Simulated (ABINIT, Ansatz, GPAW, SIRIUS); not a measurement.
**Ta: 5 runs at one level of theory**

```xyz
2
Lattice="2.9004 0.0000 0.0000 -1.4502 2.5118 0.0000 0.0000 0.0000 5.1663" Properties=species:S:1:pos:R:3 pbc="T T T"
Ta    0.0000    1.6745    1.2916
Ta    1.4502    0.8373    3.8747
```

This isn't the form of Ta at room conditions, which is bcc.

Alike in all runs: task single point; functional PBEsol; k mesh 11 × 11 × 5; occupations fermi-dirac, width 0.05 eV; no spin polarisation; no spin-orbit coupling. Pressure is positive in compression and, in plane waves, holds the error of the finite cutoff, which Ansatz's Pulay term estimates and takes out.

```json
{"program and potentials": "Ansatz, Ansatz PAW", "plane-wave cutoff (eV)": "420", "notes": "potentials made for PBE, which Ansatz adapts in part; Pulay term of +0.05 GPa included", "pressure (GPa)": "-7.33"}
{"program and potentials": "ABINIT, PseudoDojo NC SR PBEsol v0.4.1 standard", "plane-wave cutoff (eV)": "789", "notes": "-", "pressure (GPa)": "-7.22"}
{"program and potentials": "GPAW, PAW data sets generated for this functional", "plane-wave cutoff (eV)": "600", "notes": "-", "pressure (GPa)": "-7.12"}
{"program and potentials": "Ansatz, all-electron LAPW, scalar-relativistic", "plane-wave cutoff (eV)": "-", "notes": "-", "pressure (GPa)": "-7.33"}
{"program and potentials": "SIRIUS, PseudoDojo 0.4.1 PBEsol standard (scalar relativistic)", "plane-wave cutoff (eV)": "807", "notes": "-", "pressure (GPa)": "-7.22"}
```

The pressure spans -7.33 (Ansatz, all-electron LAPW, scalar-relativistic) to -7.12 GPa (GPAW, PAW data sets generated for this functional), with all-electron results at -7.33.

The functional is the same throughout but for its coding, so the spread measures potentials, basis and numerics; runs on potential files found faulty are left out.
